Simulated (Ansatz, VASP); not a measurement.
**Two plane-wave programs on Pt**

The input INCAR:

```
SYSTEM = Pt
  ALGO = Fast
  DIPOL = 0.5 0.5 0.501
  EDIFF = 1E-6
  ENCUT = 520
  GGA = PE
  IDIPOL = 3
  ISIF = 2
  ISMEAR = 0
  IVDW = 12
  LASPH = .TRUE.
  LCHARG = .FALSE.
  LDIPOL = .TRUE.
  LREAL = Auto
  LWAVE = .FALSE.
  NBANDS = 94
  NELM = 100
  PREC = Accurate
  SIGMA = 0.1
```

File KPOINTS:

```
k-points
0
G
  6 6 1
  0 0 0
```

POSCAR

```
Pt
1.0
    5.5493740188      0.0000000000      0.0000000000
    2.7746870094      4.8058988753      0.0000000000
    0.0000000000      0.0000000000     24.7965673689
Pt
16
Direct
    0.0000000000      0.0000000000      0.3629534631
    0.5000000000      0.0000000000      0.3629534631
    0.0000000000      0.5000000000      0.3629534631
    0.5000000000      0.5000000000      0.3629534631
    0.1666666667      0.1666666667      0.4543178210
    0.6666666667      0.1666666667      0.4543178210
    0.1666666667      0.6666666667      0.4543178210
    0.6666666667      0.6666666667      0.4543178210
   -0.1666666667      0.3333333333      0.5470768161
    0.3333333333      0.3333333333      0.5470768161
   -0.1666666667      0.8333333333      0.5470768161
    0.3333333333      0.8333333333      0.5470768161
    0.0000000000      0.0000000000      0.6410233784
    0.5000000000      0.0000000000      0.6410233784
    0.0000000000      0.5000000000      0.6410233784
    0.5000000000      0.5000000000      0.6410233784
```

Input for Ansatz:

```yaml
crystal:
  lattice:
    - [5.5493740188, 0.0, 0.0]
    - [2.7746870094, 4.8058988753, 0.0]
    - [0.0, 0.0, 24.7965673689]
  atoms:
    - { symbol: Pt, position: [0.0, 0.0, 0.3629534631] }
    - { symbol: Pt, position: [0.5, 0.0, 0.3629534631] }
    - { symbol: Pt, position: [0.0, 0.5, 0.3629534631] }
    - { symbol: Pt, position: [0.5, 0.5, 0.3629534631] }
    - { symbol: Pt, position: [0.1666666667, 0.1666666667, 0.454317821] }
    - { symbol: Pt, position: [0.6666666667, 0.1666666667, 0.454317821] }
    - { symbol: Pt, position: [0.1666666667, 0.6666666667, 0.454317821] }
    - { symbol: Pt, position: [0.6666666667, 0.6666666667, 0.454317821] }
    - { symbol: Pt, position: [-0.1666666667, 0.3333333333, 0.5470768161] }
    - { symbol: Pt, position: [0.3333333333, 0.3333333333, 0.5470768161] }
    - { symbol: Pt, position: [-0.1666666667, 0.8333333333, 0.5470768161] }
    - { symbol: Pt, position: [0.3333333333, 0.8333333333, 0.5470768161] }
    - { symbol: Pt, position: [0.0, 0.0, 0.6410233784] }
    - { symbol: Pt, position: [0.5, 0.0, 0.6410233784] }
    - { symbol: Pt, position: [0.0, 0.5, 0.6410233784] }
    - { symbol: Pt, position: [0.5, 0.5, 0.6410233784] }
scf:
  occupations: { method: gaussian, width: 0.1 }
output:
  forces: true
hamiltonian:
  xc: pbe
  dispersion: d3bj
kpoints:
  mp_grid: { grid: [6, 6, 1] }
efield:
  axis: 3
  dipole_correction: true
```

Alike in both runs: task single point; functional PBE; dispersion D3(BJ); k mesh 6 × 6 × 1; occupations gaussian, width 0.1 eV; no spin polarisation.

|  | VASP | Ansatz |
| --- | --- | --- |
| version | VASP 6.6.1 | Ansatz 0.2.0 |
| potentials or method | VASP PAW PBE potentials, release 64 (Pt) | scalar-relativistic, plane waves, PAW |
| plane-wave cutoff (eV) | 520 | 420 |
| valence electrons in the cell | 160 | 288 |

VASP gave:

- rms of the force components (eV/Å): 0.171
- dispersion energy (meV/atom): -572.1

Question: Which values does Ansatz return?

Answer: rms of the force components (eV/Å): 0.174; dispersion energy (meV/atom): -572.2.

Atom by atom the forces differ by 0.009 eV/Å (rms over components). The two sets of potentials don't hold the same shells in valence.

The runs have no spin-orbit coupling, so splittings on Pt are missing.
